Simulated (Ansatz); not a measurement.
**HfN: band structure with PBEsol**

Crystal: HfN.

```
CELL_PARAMETERS angstrom
0.00000 2.25600 2.25600
2.25600 0.00000 2.25600
2.25600 2.25600 0.00000
ATOMIC_POSITIONS crystal
Hf 0.00000 0.00000 0.00000
N 0.50000 0.50000 0.50000
```

- Program: Ansatz 0.2.0
- Task: band structure
- Functional: PBEsol
- Potentials or basis: all-electron PAW datasets made for the crystal
- Cutoff: 440 eV (chosen from the basis error)
- k mesh: 10 × 10 × 10
- Occupations: fermi-dirac, width 0.05 eV
- Spin: no spin polarisation

| Property | Result |
| --- | --- |
| Pressure | -1.9 GPa |
| Band gap along the path | none (metal or under the smearing width) |

Levels at the corners of the path, in eV from the Fermi level:
```
point  band 14  band 15  band 16  band 17  band 18  band 19
    Γ    -2.94    -2.94    -0.43    -0.43    -0.43     1.77
    X    -3.91    -3.65    -3.65     4.06     5.53     5.53
    W    -5.52    -5.52     1.10     1.10     5.54     5.55
    K    -5.58    -4.98    -0.89     3.86     4.44     6.03
    Γ    -2.94    -2.94    -0.43    -0.43    -0.43     1.77
    L    -6.27    -6.27     3.24     3.67     3.67     4.41
    U    -5.58    -4.98    -0.89     3.86     4.44     6.03
    W    -5.52    -5.52     1.10     1.10     5.54     5.55
```

Run time: 14 s on 1 thread of AMD EPYC 7R43 64-Core Processor (Zen 3), with other jobs on the host, peak memory 0.58 GiB.

Caveat: spin-orbit coupling is left out, which moves the levels of the heavy elements.
